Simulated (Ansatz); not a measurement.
# TaS2: the cost of one run

Computed with Ansatz 0.2.0 (DFT PBE+D3(BJ), scalar-relativistic, plane waves, PAW, unless a step's input says otherwise).

12 further runs of the same task are left out: 1 that didn't finish, 11 set aside as unsound or not needed.

### Step 1. The system as given

It takes space group P-3m1 (No. 164, trigonal). Conventional cell: a = 3.344 Å, b = 3.344 Å, c = 23.670 Å, α = 90.00°, β = 90.00°, γ = 120.00°. Around S (site symmetry 3m) lie 3 Ta at 2.47 Å. Around Ta (site symmetry 3m) lie 6 S at 2.47 Å.

Coordinates:

```xyz
6
Lattice="3.3435 0.0000 0.0000 -1.6718 2.8956 0.0000 0.0000 0.0000 23.6702" Properties=species:S:1:pos:R:3 pbc="T T T"
S     1.6718    0.9652    4.5000
Ta    0.0000    0.0000    6.0426
S     0.0000    1.9304    7.5851
S     0.0000    1.9304   10.7951
Ta   -1.6718    0.9652   12.3377
S    -1.6718    2.8956   13.8802
```

This is the geometry of the first run shown, built on a cell relaxed beforehand with the same method.

### Step 2. The scan

Atoms count from 1 in the order of the input.

The upper layer of a bilayer is slid along a line and lifted, both layers rigid.

The axes are (1) slide of the upper layer along the long diagonal of the hexagonal surface cell, from S4 above S3: 9 values from 0.00 to 5.15 Å, periodic; (2) distance between the facing planes of atoms: 6 values from 2.94 to 4.74 Å.

Nothing else is relaxed. Energies count from the two layers apart. Points are written as (first, second).

### Step 3. Point (0.00 Å, 3.21 Å)

A dipole layer in the vacuum cancels the field that periodic copies would set up if the slab's two faces differ.

The input, input.yaml:

```yaml
crystal:
  lattice:
    - [3.3435339237, 0.0, 0.0]
    - [-1.6717669619, 2.8955853164, 0.0]
    - [0.0, 0.0, 23.6702361997]
  atoms:
    - { symbol: S, position: [0.6666666667, 0.3333333333, 0.1901121713] }
    - { symbol: Ta, position: [0.0, 0.0, 0.2552808936] }
    - { symbol: S, position: [0.3333333333, 0.6666666667, 0.320449616] }
    - { symbol: S, position: [0.3333333333, 0.6666666667, 0.4560629648] }
    - { symbol: Ta, position: [-0.3333333333, 0.3333333333, 0.5212316872] }
    - { symbol: S, position: [0.0, 1.0, 0.5864004095] }
basis:
  ecutwfc: 420
kpoints:
  mp_grid: { grid: [12, 12, 1] }
hamiltonian:
  xc: pbe
  dispersion: d3bj
scf:
  occupations: { method: gaussian, width: 0.1 }
output:
  forces: true
  eigenvalues: true
efield:
  axis: 3
  dipole_correction: true
  ramp_width: 0.04
```

Command:

```console
$ ansatz run input.yaml --threads 1 --pin off --max-ram 3072MiB --backend cpu --events-out ev --progress --plain --runs-dir out
```

What time and memory should one allow on 1 thread of Intel Xeon 6975P-C (Granite Rapids), shared host?

About 4.7 s, with a peak of 0.47 GiB.
